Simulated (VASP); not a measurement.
All cells: G0W0@PBE in VASP with _GW potentials, real axis with 200 points, bands to about 270 eV, response cutoff 180 eV, meshes of 6×6×6 or like density, handbook lattice constants, no spin-orbit coupling; edges are sought among the points solved (high-symmetry points and, for some cells, the mesh's band edge), and the crystal's can lie elsewhere. Band sums and response are cut, so the gaps aren't at their basis limit.

Question: Order these cells by the electronic dielectric constant on this mesh, smallest first.
A. Si (Fd-3m), 2 atoms, 20.0 Å³ an atom
B. BP (F-43m), 2 atoms, 11.7 Å³ an atom
C. BAs (F-43m), 2 atoms, 13.6 Å³ an atom

Answer: B (9.8), C (10.6), A (15.3).

Coarse meshes can put the dielectric constant off by a tenth and more.
